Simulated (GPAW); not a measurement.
Crystal: Os.

```xyz
2
Lattice="2.7341 0.0000 0.0000 -1.3671 2.3678 0.0000 0.0000 0.0000 4.3197" Properties=species:S:1:pos:R:3 pbc="T T T"
Os    1.3671    0.7893    3.2398
Os    0.0000    1.5785    1.0799
```

| Item | Value |
| --- | --- |
| Program | GPAW 26.7.0 |
| Task | relaxation of cell and atoms |
| Functional | BLYP |
| Dispersion | D4 |
| Potentials or basis | PAW data sets generated in the run's folder for this functional |
| Cutoff | 600 eV |
| Basis | pw |
| k mesh | 11 × 11 × 6 |
| Occupations | fermi-dirac, width 0.05 eV |
| Spin | no spin polarisation |

At the start: pressure 6.4 GPa; volume 13.98 Å³/atom.

**Question.** Where does the relaxation end?

**Answer.** Over 7 steps the energy falls by 4.4 meV/atom and the volume is 14.20 Å³/atom (+1.6 %); space group P6_3/mmc (No. 194, to 0.05 Å).

Step by step:
| step | energy change (eV) | largest force (eV/Å) | pressure (GPa) | volume (Å³) |
| --- | --- | --- | --- | --- |
| 1 | 0.0000 | 0.0000 | 6.40 | 27.96 |
| 2 | -0.0069 | 0.0000 | 2.95 | 28.20 |
| 3 | -0.0080 | 0.0000 | -1.85 | 28.55 |
| 4 | -0.0082 | 0.0000 | -1.62 | 28.53 |
| 5 | -0.0085 | 0.0000 | -1.17 | 28.50 |
| 6 | -0.0088 | 0.0000 | -0.57 | 28.45 |
| 7 | -0.0088 | 0.0001 | 0.11 | 28.40 |

Final structure:
```
CELL_PARAMETERS angstrom
2.74929 0.00000 0.00000
-1.37464 2.38095 0.00000
0.00000 0.00000 4.33921
ATOMIC_POSITIONS crystal
Os 0.66667 0.33333 0.75000
Os 0.33333 0.66667 0.25000
```

Caveat: later steps reuse the first step's grids; pairwise dispersion overbinds metals, which lowers pressure and volume.
